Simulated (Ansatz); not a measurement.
Trial structures of HfC: starts and ends

All numbers below come from Ansatz, DFT PBE, scalar-relativistic, plane waves, PAW. Settings: cutoff 420 eV, Γ-centred meshes spaced at most about 0.3 Å⁻¹, and about 0.25 Å⁻¹ or finer for metals (2π included), Gaussian smearing. No spin polarisation in the final relaxations.

Each guess was relaxed in cell and atoms at zero pressure, within the symmetry of its start. These are static total energies at zero pressure. Coordination counts C atoms around Hf (those within 1.25 times the shortest such distance or 1.15 times the sum of covalent radii).

| guess | made from | start group | V start (Å³/atom) | end group | V end (Å³/atom) | coordination at the end | gap on mesh (eV) | E over the lowest end (meV/atom) |
| --- | --- | --- | --- | --- | --- | --- | --- | --- |
| 1 | a Materials Project cell | P6_3/mmc | 12.6 | P6_3/mmc (anti-nickel arsenide) | 12.6 | Hf 6 | 0 | 197 |
| 2 | random cell | P3m1 | 18.8 | P3m1 | 13.2 | Hf 6 | 0.02 | 764 |
| 3 | CdTe type | F-43m | 18.2 | ? | ? | ? | ? | ? |
| 4 | CdSe type | P6_3mc | 18.0 | P6_3/mmc | 14.9 | Hf 5 | 0 | 264 |
| 5 | a cell as deposited in COD | Fm-3m | 12.6 | Fm-3m (rock salt) | 12.6 | Hf 6 | 0 | 0 |

Guess 3 as it starts:

```
Hf C
1.0
     0.00000    2.63249    2.63249
     2.63249    0.00000    2.63249
     2.63249    2.63249    0.00000
Hf C
1 1
Direct
  0.00000 0.00000 0.00000
  0.25000 0.25000 0.25000
```

Problem. Fill in the missing row: what does this guess relax into, and where does it rank?

Solution. It ends in the zinc blende type, space group F-43m (No. 216), with a = 5.045 Å, 16.0 Å³/atom and a gap of 0.29 eV. It lies 0.64 eV/atom over the lowest end, above guess 4 and below guess 2. Counting C atoms around Hf, this end has Hf 4 and the lowest (guess 5) has Hf 6.

Space group F-43m (No. 216). a = 5.045 Å, b = 5.045 Å, c = 5.045 Å, α = 90.00°, β = 90.00°, γ = 90.00°
```csv
atom,site,symmetry,x,y,z
Hf,4a,-43m,0.0000,0.0000,0.0000
C,4d,-43m,0.2500,0.2500,0.7500
```

Formation energies are uncorrected and refer to the elements' standard structures at the same level.

Problem. Is the lowest end bound against the elements?

Solution. Yes: its formation energy is −0.92 eV/atom. A negative formation energy is needed for stability but isn't enough: competing phases decide.

These runs have no spin–orbit coupling, which can matter for Hf. Kohn–Sham gaps at this level usually fall short of measured ones. The reference form of C is held partly by dispersion forces, which this level lacks. Cells relaxed within their symmetry can be saddle points. Some types were kept out of the candidates beforehand, so the set may lack a known form.
